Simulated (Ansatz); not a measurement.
Consider an 8-atom supercell of BeO in the wurtzite structure (space group P6_3mc, No. 186; a = 2.690 Å, c = 4.370 Å) at its relaxed geometry.

Calculations: Kohn–Sham DFT with the r2SCAN functional, run in Ansatz (a quantum-chemistry and plane-wave program) with PAW and 500 eV plane waves, no spin-orbit coupling.

Before the change:

The pressure is 0.0 GPa. The mean distance from the defect site to its nearest host atoms is 1.65 Å.

One thing is altered: a neutral Be vacancy, atoms relaxed at fixed cell, starting from a slightly rattled geometry.

Task: Estimate the effect on the largest displacement of a host atom from its site in the perfect cell, pressure and mean distance from the defect site to its nearest host atoms.

Result: The largest displacement of a host atom from its site in the perfect cell amounts to 0.26 Å; the pressure goes from zero to 6.2 GPa; the mean distance from the defect site to its nearest host atoms increases by 0.17 Å to 1.82 Å.

Other magnetic orders, which the real material may have, were not ruled out. In so small a cell the defect repeats every few ångströms: this is an ordered compound, not a dilute defect. The mesh was chosen for an insulator and is coarse for the gapless case. The defect cell is spin-polarised and ends with 2.0 μB.
